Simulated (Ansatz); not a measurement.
Crystal: Au.

```xyz
2
Lattice="1.4113 -2.5559 0.0000 1.4113 2.5559 0.0000 0.0000 0.0000 4.8932" Properties=species:S:1:pos:R:3 pbc="T T T"
Au    1.4113    0.8451    1.2233
Au    1.4113   -0.8451    3.6699
```

This isn't the form of Au at room conditions, which is fcc.

Base run:

- Program: Ansatz 0.2.0
- Functional: PBEsol
- Potentials or basis: Ansatz PAW
- Cutoff: 420 eV
- Density cutoff: 1680 eV
- k mesh: 11 × 11 × 6
- Occupations: fermi-dirac, width 0.05 eV
- Spin: spin-orbit coupling, no magnetisation

Its results: band gap on the k mesh none (metal or under the smearing width); pressure -6.7 GPa; largest force 0.022 eV/Å.

Task: The run is repeated on the same cell with these changes: spin from spin-orbit coupling, no magnetisation to no spin polarisation; potential files from those of the base run to others of the same set. What comes out?

Result: Band gap on the k mesh none (metal or under the smearing width); pressure -5.2 GPa; largest force 0.021 eV/Å.

Caveats: the PAW data sets come from PBE, with cores solved anew for the run's functional, which leaves a small shift of forces and pressure.

Not every run made on this cell is shown here.
